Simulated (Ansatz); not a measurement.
**ZrB2: equation of state**

Aim: scale the cell of ZrB2 up and down at fixed shape and fractional positions, and get the equilibrium volume and bulk modulus with LAPW, PAW and all-electron datasets made for the crystal.

Program: Ansatz 0.2.0. Level of theory: DFT PBE, scalar-relativistic. These are calculated values, not measurements.

## 1. The structure to begin with

It takes space group P6/mmm (No. 191, hexagonal). Conventional cell: a = 3.165 Å, b = 3.165 Å, c = 3.520 Å, α = 90.00°, β = 90.00°, γ = 120.00°. Around Zr (site symmetry 6/mmm) lie 12 B at 2.54 Å. B (site symmetry -6m2) is surrounded by 3 B at 1.83 Å and 6 Zr at 2.54 Å.

Coordinates:

```xyz
3
Lattice="3.1650 0.0000 0.0000 -1.5825 2.7410 0.0000 0.0000 0.0000 3.5200" Properties=species:S:1:pos:R:3 pbc="T T T"
Zr    0.0000    0.0000    0.0000
B     0.0000    1.8273    1.7600
B     1.5825    0.9137    1.7600
```

Atoms are numbered in the order of the input: Zr1, B2, B3.

## 2. Volume × 0.94, LAPW

input.yaml

```yaml
crystal:
  lattice:
    - [3.1003898632, 0.0, 0.0]
    - [-1.5501949316, 2.6850163832, 0.0]
    - [0.0, 0.0, 3.4481431027]
  atoms:
    - { symbol: Zr, position: [0.0, 0.0, 0.0] }
    - { symbol: B, position: [0.3333333333, 0.6666666667, 0.5] }
    - { symbol: B, position: [0.6666666667, 0.3333333333, 0.5] }
kpoints:
  mp_grid: { grid: [12, 12, 9] }
  band_path:
    path:
      - [0.0, 0.0, 0.0]
      - [0.5, 0.0, 0.0]
      - [0.3333333333, 0.3333333333, 0.0]
      - [0.0, 0.0, 0.0]
      - [0.0, 0.0, 0.5]
      - [0.5, 0.0, 0.5]
      - [0.3333333333, 0.3333333333, 0.5]
      - [0.0, 0.0, 0.5]
      - [0.5, 0.0, 0.5]
    npoints: 5
scf:
  occupations: { method: fermi_dirac, width: 0.05 }
hamiltonian:
  xc: pbe
  pseudopotentials: { kind: all_electron, lapw: { basis_error: 0.001 } }
output:
  forces: true
  stress: true
  eigenvalues: true
```

Run with:

```sh
ansatz run input.yaml --threads 1 --pin off --max-ram 6144MiB --backend cpu --events-out ev --progress --plain --runs-dir out
```

What it wrote, cut to the lines that bear on the results:

```text
LAPW: plane waves up to 8.790 Å⁻¹, error target 1.0e-3 eV per atom; small_component_spin mean_spin; B in spheres of 0.895 Å, 5 of its electrons in bands, Dirac shells []; Zr in spheres of 1.219 Å, 30 of its electrons in bands, Dirac shells []
[...]
Pseudopotentials: kind: all_electron
Pseudopotential: Zr, LAPW, valence charge 30, Koelling and Harmon's equation, gaussian nucleus
Pseudopotential: B, LAPW, valence charge 5, Koelling and Harmon's equation, gaussian nucleus
Functional definition: PBE
[...]
Crystal: 3 atoms, lattice volume = 28.704 Å³
Basis set: ecut = 294.37551205709906 eV, 339 PW (Γ), exchange–correlation at level 2
Bands: 24, of which v1, the nominal top of the filled ones, is band 20 counted from 1 (19 counted from 0)
Symmetry: 24 space group operations
Space group: P6/mmm (ITA 191), of the structure as read, at distance tolerance 3.1e-5 Å
k-points: 95 of 1296
[...]
SCF iter   1: F=—  HF=-99283.633554 eV  |F-HF|=—  |Δ(HF+E_count)|=         —  Δρ=7.81e-2  dr2=3.33e0  ethr=8.30e-3  ⟨swp⟩=2.0  Hψ=14998  notcnv=0
[...]
the basis was enlarged: its passes take 60.2 KiB over the memory plan, 1 of 1 planned eigensolver slots
[...]
SCF iter   7: F=-99282.427130 eV  HF=-99282.427130 eV  |F-HF|=7.73e-9  |Δ(HF+E_count)|=   2.41e-7  Δρ=3.70e-6  dr2=4.23e-9  ethr=1.70e-9  ⟨swp⟩=3.0  Hψ=6608  notcnv=0
[...]
NSCF: frozen V_eff on 41 k-points
SCF converged after 7 iterations
Free energy (F): -99282.427130 eV
[...]
E sigma→0 (E₀):  -99282.426250 eV
Entropy (-TS):   -0.001760 eV (-0.587 meV/atom)
Fermi energy:    18.619423 eV
[...]
--- Forces (eV/Å), atoms counted from 1 ---
  atom   1  Zr     0.00000000    -0.00000000     0.00000000
  atom   2  B     -0.00000000     0.00000000    -0.00000000
  atom   3  B      0.00000000    -0.00000000     0.00000000
[...]
--- Stress (GPa, compression-positive) ---
       19.623346      -0.000000      -0.000000
       -0.000000      19.623346      -0.000000
       -0.000000      -0.000000      20.066330
  P = ⅓ Tr σ = 19.7710 GPa (197.710 kbar)
--- Band table (eV; the first three rows and the last of 95) ---
  k-point 0: bands = ["-379.4676", "-292.3611", "-292.3433", "-292.3433", "-154.5462", "-154.5336", "-149.5144", "-149.5110", "-149.5110", "-149.4970", "-149.4970", "-29.8631", "-8.0954", "-7.4332", "-7.4332", "5.4988", "15.7539", "15.7539", "15.8044", "16.2560", "22.2574", "22.2574", [...]
[...]
```

It took 9.8 s on 1 thread of Intel Xeon 6975P-C (Granite Rapids), shared host; peak memory 0.4 GiB.

Result: pressure 19.77 GPa; no gap.

## 3. Volume × 0.94, PAW

input.yaml

```yaml
crystal:
  lattice:
    - [3.1003898632, 0.0, 0.0]
    - [-1.5501949316, 2.6850163832, 0.0]
    - [0.0, 0.0, 3.4481431027]
  atoms:
    - { symbol: Zr, position: [0.0, 0.0, 0.0] }
    - { symbol: B, position: [0.3333333333, 0.6666666667, 0.5] }
    - { symbol: B, position: [0.6666666667, 0.3333333333, 0.5] }
kpoints:
  mp_grid: { grid: [12, 12, 9] }
scf:
  occupations: { method: fermi_dirac, width: 0.05 }
hamiltonian:
  xc: pbe
  pseudopotentials: { kind: paw }
output:
  forces: true
  stress: true
  eigenvalues: true
  efg: { contact_densities: true }
  write_density: true
  write_potential: true
  elf: true
  volumetric_format: npy
```

Run with:

```sh
ansatz run input.yaml --threads 1 --pin off --max-ram 6144MiB --backend cpu --events-out ev --progress --plain --runs-dir out
```

What it wrote, cut to the lines that bear on the results:

```text
Zr: output.efg is read without spin–orbit coupling, which moves field gradients at and beside such atoms by some per cent and up to a factor of two; PAW files take it under magnetization.noncollinear and magnetization.spin_orbit
[...]
Pseudopotentials: kind: paw
Pseudopotential: Zr, paw, valence charge 12, recommended cutoff 420 eV (normal)
Pseudopotential: B, paw, valence charge 3, recommended cutoff 420 eV (normal)
[... 1 set-up line as earlier in the session ...]
[...]
Crystal: 3 atoms, lattice volume = 28.704 Å³
Basis set: ecut = 420 eV, 563 PW (Γ), exchange–correlation on 48×48×48 points (8 copies of the dense FFT grid, shifted against one another)
Bands: 13, of which v1, the nominal top of the filled ones, is band 9 counted from 1 (8 counted from 0)
[... 2 set-up lines as earlier in the session ...]
k-points: 95 of 1296
[...]
--- Stress (GPa, compression-positive) ---
       19.605302       0.000000      -0.000000
        0.000000      19.605302      -0.000000
       -0.000000      -0.000000      19.972838
  P = ⅓ Tr σ = 19.7278 GPa (197.278 kbar)
--- PAW observables at the nuclei: V_zz in 10²¹ V/m², potentials from the cell's mean, atoms counted from 1 ---
  atom   1  Zr V_zz =    +4.536243   η = 0.0000   by run symmetry: allowed
            electrostatic potential = -5931.925689 V   contact ρ = 490516.903658 e/Å³
  atom   2  B  V_zz =    +0.031583   η = 0.0000   by run symmetry: allowed
            electrostatic potential = -334.381577 V   contact ρ = 486.241531 e/Å³
  atom   3  B  V_zz =    +0.031583   η = 0.0000   by run symmetry: allowed
            electrostatic potential = -334.381577 V   contact ρ = 486.241531 e/Å³
--- Band table (eV; the first three rows and the last of 95) ---
  k-point 0: bands = ["-31.4504", "-9.6830", "-9.0195", "-9.0195", "3.9092", "14.1664", "14.1664", "14.2146", "14.6683", "20.6661", "20.6661", "21.4992", "21.4992"]
[...]
```

Wall time 2.5 s (1 thread of Intel Xeon 6975P-C (Granite Rapids), shared host); peak memory 0.4 GiB.

Read from it: pressure 19.73 GPa; no gap; Vzz Zr1 4.54 (η = 0.00), B2 0.03 (η = 0.00) (10²¹ V/m²).

## 4. Volume × 0.94, crystal datasets

input.yaml, as its differences from that of step 3:

```diff
@@ -15,3 +15,3 @@
   xc: pbe
-  pseudopotentials: { kind: paw }
+  pseudopotentials: { kind: all_electron, datasets: crystal }
 output:
@@ -21,5 +21 @@
   efg: { contact_densities: true }
-  write_density: true
-  write_potential: true
-  elf: true
-  volumetric_format: npy
```

Run with:

```sh
ansatz run input.yaml --threads 1 --pin off --max-ram 6144MiB --backend cpu --events-out ev --progress --plain --runs-dir out
```

What it wrote, cut to the lines that bear on the results:

```text
[...]
Zr: output.efg is read without spin–orbit coupling, which moves field gradients at and beside such atoms by some per cent and up to a factor of two; PAW files take it under magnetization.noncollinear and magnetization.spin_orbit
[...]
[... 1 set-up line as earlier in the session ...]
Pseudopotential: Zr, paw, valence charge 12, recommended cutoff 320 eV (normal), Koelling and Harmon's equation, gaussian nucleus
Pseudopotential: B, paw, valence charge 3, recommended cutoff 320 eV (normal), Koelling and Harmon's equation, gaussian nucleus
[... 1 set-up line as earlier in the session ...]
[...]
Crystal: 3 atoms, lattice volume = 28.704 Å³
Basis set: ecut = 320 eV, 365 PW (Γ), exchange–correlation on 40×40×48 points (8 copies of the dense FFT grid, shifted against one another)
Bands: 13, of which v1, the nominal top of the filled ones, is band 9 counted from 1 (8 counted from 0)
[... 1 set-up line as earlier in the session ...]
[...]
  atom   3  B      0.00000000     0.00000000     0.00000000
[...]
--- Stress (GPa, compression-positive) ---
       19.623006       0.000000      -0.000000
       -0.000000      19.623006      -0.000000
       -0.000000      -0.000000      20.070155
  P = ⅓ Tr σ = 19.7721 GPa (197.721 kbar)
--- PAW observables at the nuclei: V_zz in 10²¹ V/m², potentials from the cell's mean, atoms counted from 1 ---
  atom   1  Zr V_zz =    +4.520780   η = 0.0000   by run symmetry: allowed
            electrostatic potential = -5931.805807 V   contact ρ = 490583.726750 e/Å³
  atom   2  B  V_zz =    +0.059842   η = 0.0000   by run symmetry: allowed
            electrostatic potential = -334.402853 V   contact ρ = 486.264820 e/Å³
  atom   3  B  V_zz =    +0.059842   η = 0.0000   by run symmetry: allowed
            electrostatic potential = -334.402853 V   contact ρ = 486.264820 e/Å³
--- Band table (eV; the first three rows and the last of 95) ---
  k-point 0: bands = ["-29.8629", "-8.0951", "-7.4331", "-7.4331", "5.4988", "15.7538", "15.7538", "15.8044", "16.2560", "22.2574", "22.2574"]
[...]
```

It took 5.7 s on 1 thread of Intel Xeon 6975P-C (Granite Rapids), shared host; peak memory 0.47 GiB.

In short: pressure 19.77 GPa; no gap; Vzz Zr1 4.52 (η = 0.00), B2 0.06 (η = 0.00) (10²¹ V/m²).

## 5. Volume × 0.98, LAPW

input.yaml

```yaml
crystal:
  lattice:
    - [3.1437575759, 0.0, 0.0]
    - [-1.571878788, 2.7225739241, 0.0]
    - [0.0, 0.0, 3.4963751271]
  atoms:
    - { symbol: Zr, position: [0.0, 0.0, 0.0] }
    - { symbol: B, position: [0.3333333333, 0.6666666667, 0.5] }
    - { symbol: B, position: [0.6666666667, 0.3333333333, 0.5] }
kpoints:
  mp_grid: { grid: [12, 12, 9] }
  band_path:
    path:
      - [0.0, 0.0, 0.0]
      - [0.5, 0.0, 0.0]
      - [0.3333333333, 0.3333333333, 0.0]
      - [0.0, 0.0, 0.0]
      - [0.0, 0.0, 0.5]
      - [0.5, 0.0, 0.5]
      - [0.3333333333, 0.3333333333, 0.5]
      - [0.0, 0.0, 0.5]
      - [0.5, 0.0, 0.5]
    npoints: 5
scf:
  occupations: { method: fermi_dirac, width: 0.05 }
hamiltonian:
  xc: pbe
  pseudopotentials: { kind: all_electron, lapw: { basis_error: 0.001 } }
output:
  forces: true
  stress: true
  eigenvalues: true
```

Run with:

```sh
ansatz run input.yaml --threads 1 --pin off --max-ram 6144MiB --backend cpu --events-out ev --progress --plain --runs-dir out
```

What it wrote, cut to the lines that bear on the results:

```text
LAPW: plane waves up to 8.666 Å⁻¹, error target 1.0e-3 eV per atom; small_component_spin mean_spin; B in spheres of 0.908 Å, 5 of its electrons in bands, Dirac shells []; Zr in spheres of 1.238 Å, 30 of its electrons in bands, Dirac shells []
[...]
[... 4 set-up lines as earlier in the session ...]
[...]
Crystal: 3 atoms, lattice volume = 29.926 Å³
Basis set: ecut = 286.0950336376941 eV, 339 PW (Γ), exchange–correlation at level 2
Bands: 24, of which v1, the nominal top of the filled ones, is band 20 counted from 1 (19 counted from 0)
[... 2 set-up lines as earlier in the session ...]
k-points: 95 of 1296
[...]
the basis was enlarged: its passes take 60.2 KiB over the memory plan, 1 of 1 planned eigensolver slots
[...]
SCF iter   7: F=-99282.530181 eV  HF=-99282.530181 eV  |F-HF|=6.36e-9  |Δ(HF+E_count)|=   3.15e-7  Δρ=3.83e-6  dr2=3.61e-9  ethr=1.36e-9  ⟨swp⟩=3.0  Hψ=6660  notcnv=0
[...]
NSCF: frozen V_eff on 41 k-points
SCF converged after 7 iterations
Free energy (F): -99282.530181 eV
[...]
E sigma→0 (E₀):  -99282.529246 eV
Entropy (-TS):   -0.001871 eV (-0.624 meV/atom)
Fermi energy:    17.848625 eV
[...]
--- Forces (eV/Å), atoms counted from 1 ---
  atom   1  Zr     0.00000000     0.00000000     0.00000000
  atom   2  B      0.00000000     0.00000000     0.00000000
  atom   3  B     -0.00000000    -0.00000000     0.00000000
[...]
--- Stress (GPa, compression-positive) ---
        7.271947      -0.000000       0.000000
       -0.000000       7.271947       0.000000
        0.000000       0.000000       8.429022
  P = ⅓ Tr σ = 7.6576 GPa (76.576 kbar)
--- Band table (eV; the first three rows and the last of 95) ---
[... band rows left out ...]
[...]
```

Wall time 9.7 s (1 thread of Intel Xeon 6975P-C (Granite Rapids), shared host); peak memory 0.39 GiB.

Read from it: pressure 7.66 GPa; no gap.

## 6. Volume × 0.98, PAW

input.yaml

```yaml
crystal:
  lattice:
    - [3.1437575759, 0.0, 0.0]
    - [-1.571878788, 2.7225739241, 0.0]
    - [0.0, 0.0, 3.4963751271]
  atoms:
    - { symbol: Zr, position: [0.0, 0.0, 0.0] }
    - { symbol: B, position: [0.3333333333, 0.6666666667, 0.5] }
    - { symbol: B, position: [0.6666666667, 0.3333333333, 0.5] }
kpoints:
  mp_grid: { grid: [12, 12, 9] }
scf:
  occupations: { method: fermi_dirac, width: 0.05 }
hamiltonian:
  xc: pbe
  pseudopotentials: { kind: paw }
output:
  forces: true
  stress: true
  eigenvalues: true
  efg: { contact_densities: true }
```

Run with:

```sh
ansatz run input.yaml --threads 1 --pin off --max-ram 6144MiB --backend cpu --events-out ev --progress --plain --runs-dir out
```

What it wrote, cut to the lines that bear on the results:

```text
Zr: output.efg is read without spin–orbit coupling, which moves field gradients at and beside such atoms by some per cent and up to a factor of two; PAW files take it under magnetization.noncollinear and magnetization.spin_orbit
[...]
[... 4 set-up lines as earlier in the session ...]
[...]
Crystal: 3 atoms, lattice volume = 29.926 Å³
Basis set: ecut = 420 eV, 563 PW (Γ), exchange–correlation on 48×48×48 points (8 copies of the dense FFT grid, shifted against one another)
Bands: 13, of which v1, the nominal top of the filled ones, is band 9 counted from 1 (8 counted from 0)
[... 2 set-up lines as earlier in the session ...]
k-points: 95 of 1296
[...]
--- Stress (GPa, compression-positive) ---
        7.257687      -0.000000       0.000000
       -0.000000       7.257687       0.000000
        0.000000       0.000000       8.347096
  P = ⅓ Tr σ = 7.6208 GPa (76.208 kbar)
--- PAW observables at the nuclei: V_zz in 10²¹ V/m², potentials from the cell's mean, atoms counted from 1 ---
  atom   1  Zr V_zz =    +4.488893   η = 0.0000   by run symmetry: allowed
            electrostatic potential = -5930.860404 V   contact ρ = 490515.898125 e/Å³
  atom   2  B  V_zz =    +0.037943   η = 0.0000   by run symmetry: allowed
            electrostatic potential = -333.367474 V   contact ρ = 486.153972 e/Å³
  atom   3  B  V_zz =    +0.037943   η = 0.0000   by run symmetry: allowed
            electrostatic potential = -333.367474 V   contact ρ = 486.153972 e/Å³
--- Band table (eV; the first three rows and the last of 95) ---
  k-point 0: bands = ["-32.2927", "-10.4981", "-9.9061", "-9.9061", "3.3889", "13.5441", "13.5441", "13.6037", "13.9284", "19.7609", "19.7609", "20.5718", "20.5718"]
[...]
```

Run time: 2.1 s. Hardware: 1 thread of Intel Xeon 6975P-C (Granite Rapids), shared host; peak memory 0.39 GiB.

This run gives: pressure 7.62 GPa; no gap; Vzz Zr1 4.49 (η = 0.00), B2 0.04 (η = 0.00) (10²¹ V/m²).

## 7. Volume × 0.98, crystal datasets

input.yaml, as its differences from that of step 6:

```diff
@@ -15,3 +15,3 @@
   xc: pbe
-  pseudopotentials: { kind: paw }
+  pseudopotentials: { kind: all_electron, datasets: crystal }
 output:
```

Run with:

```sh
ansatz run input.yaml --threads 1 --pin off --max-ram 6144MiB --backend cpu --events-out ev --progress --plain --runs-dir out
```

What it wrote, cut to the lines that bear on the results:

```text
[...]
Zr: output.efg is read without spin–orbit coupling, which moves field gradients at and beside such atoms by some per cent and up to a factor of two; PAW files take it under magnetization.noncollinear and magnetization.spin_orbit
[...]
[... 4 set-up lines as earlier in the session ...]
[...]
Crystal: 3 atoms, lattice volume = 29.926 Å³
Basis set: ecut = 320 eV, 389 PW (Γ), exchange–correlation on 40×40×48 points (8 copies of the dense FFT grid, shifted against one another)
Bands: 13, of which v1, the nominal top of the filled ones, is band 9 counted from 1 (8 counted from 0)
[... 1 set-up line as earlier in the session ...]
[...]
  atom   3  B     -0.00000000     0.00000000     0.00000000
[...]
--- Stress (GPa, compression-positive) ---
        7.271671      -0.000000       0.000000
       -0.000000       7.271671       0.000000
        0.000000       0.000000       8.432641
  P = ⅓ Tr σ = 7.6587 GPa (76.587 kbar)
--- PAW observables at the nuclei: V_zz in 10²¹ V/m², potentials from the cell's mean, atoms counted from 1 ---
  atom   1  Zr V_zz =    +4.473966   η = 0.0000   by run symmetry: allowed
            electrostatic potential = -5930.773844 V   contact ρ = 490582.711625 e/Å³
  atom   2  B  V_zz =    +0.064147   η = 0.0000   by run symmetry: allowed
            electrostatic potential = -333.411506 V   contact ρ = 486.176983 e/Å³
  atom   3  B  V_zz =    +0.064147   η = 0.0000   by run symmetry: allowed
            electrostatic potential = -333.411506 V   contact ρ = 486.176983 e/Å³
--- Band table (eV; the first three rows and the last of 95) ---
  k-point 0: bands = ["-30.7688", "-8.9740", "-8.3834", "-8.3834", "4.9142", "15.0671", "15.0671", "15.1291", "15.4515", "21.2879", "21.2879"]
[...]
```

It took 6 s on 1 thread of Intel Xeon 6975P-C (Granite Rapids), shared host; peak memory 0.48 GiB.

Result: pressure 7.66 GPa; no gap; Vzz Zr1 4.47 (η = 0.00), B2 0.06 (η = 0.00) (10²¹ V/m²).

## 8. Volume × 1.01, LAPW

input.yaml

```yaml
crystal:
  lattice:
    - [3.1755148523, 0.0, 0.0]
    - [-1.5877574262, 2.7500765323, 0.0]
    - [0.0, 0.0, 3.5316944381]
  atoms:
    - { symbol: Zr, position: [0.0, 0.0, 0.0] }
    - { symbol: B, position: [0.3333333333, 0.6666666667, 0.5] }
    - { symbol: B, position: [0.6666666667, 0.3333333333, 0.5] }
kpoints:
  mp_grid: { grid: [12, 12, 9] }
  band_path:
    path:
      - [0.0, 0.0, 0.0]
      - [0.5, 0.0, 0.0]
      - [0.3333333333, 0.3333333333, 0.0]
      - [0.0, 0.0, 0.0]
      - [0.0, 0.0, 0.5]
      - [0.5, 0.0, 0.5]
      - [0.3333333333, 0.3333333333, 0.5]
      - [0.0, 0.0, 0.5]
      - [0.5, 0.0, 0.5]
    npoints: 5
scf:
  occupations: { method: fermi_dirac, width: 0.05 }
hamiltonian:
  xc: pbe
  pseudopotentials: { kind: all_electron, lapw: { basis_error: 0.001 } }
output:
  forces: true
  stress: true
  eigenvalues: true
```

Run with:

```sh
ansatz run input.yaml --threads 1 --pin off --max-ram 6144MiB --backend cpu --events-out ev --progress --plain --runs-dir out
```

What it wrote, cut to the lines that bear on the results:

```text
LAPW: plane waves up to 8.577 Å⁻¹, error target 1.0e-3 eV per atom; small_component_spin mean_spin; B in spheres of 0.917 Å, 5 of its electrons in bands, Dirac shells []; Zr in spheres of 1.252 Å, 30 of its electrons in bands, Dirac shells []
[...]
[... 4 set-up lines as earlier in the session ...]
[...]
Crystal: 3 atoms, lattice volume = 30.842 Å³
Basis set: ecut = 280.29685306222507 eV, 339 PW (Γ), exchange–correlation at level 2
Bands: 24, of which v1, the nominal top of the filled ones, is band 20 counted from 1 (19 counted from 0)
[... 2 set-up lines as earlier in the session ...]
k-points: 95 of 1296
[...]
the basis was enlarged: its passes take 61.1 KiB over the memory plan, 1 of 1 planned eigensolver slots
[...]
SCF iter   7: F=-99282.551562 eV  HF=-99282.551562 eV  |F-HF|=5.25e-9  |Δ(HF+E_count)|=   3.67e-7  Δρ=4.01e-6  dr2=3.53e-9  ethr=1.10e-9  ⟨swp⟩=3.0  Hψ=6686  notcnv=0
[...]
NSCF: frozen V_eff on 41 k-points
SCF converged after 7 iterations
Free energy (F): -99282.551562 eV
[...]
E sigma→0 (E₀):  -99282.550585 eV
Entropy (-TS):   -0.001954 eV (-0.651 meV/atom)
Fermi energy:    17.304828 eV
[...]
--- Forces (eV/Å), atoms counted from 1 ---
  atom   1  Zr     0.00000000     0.00000000     0.00000000
  atom   2  B      0.00000000    -0.00000000     0.00000000
  atom   3  B     -0.00000000     0.00000000     0.00000000
[...]
--- Stress (GPa, compression-positive) ---
       -0.562505      -0.000000       0.000000
       -0.000000      -0.562505      -0.000000
        0.000000      -0.000000       1.140524
  P = ⅓ Tr σ = 0.0052 GPa (0.052 kbar)
--- Band table (eV; the first three rows and the last of 95) ---
[... band rows left out ...]
[...]
```

It took 10 s on 1 thread of Intel Xeon 6975P-C (Granite Rapids), shared host; peak memory 0.4 GiB.

Result: pressure 0.01 GPa; no gap.

(Part 1 of 2 ends here.)
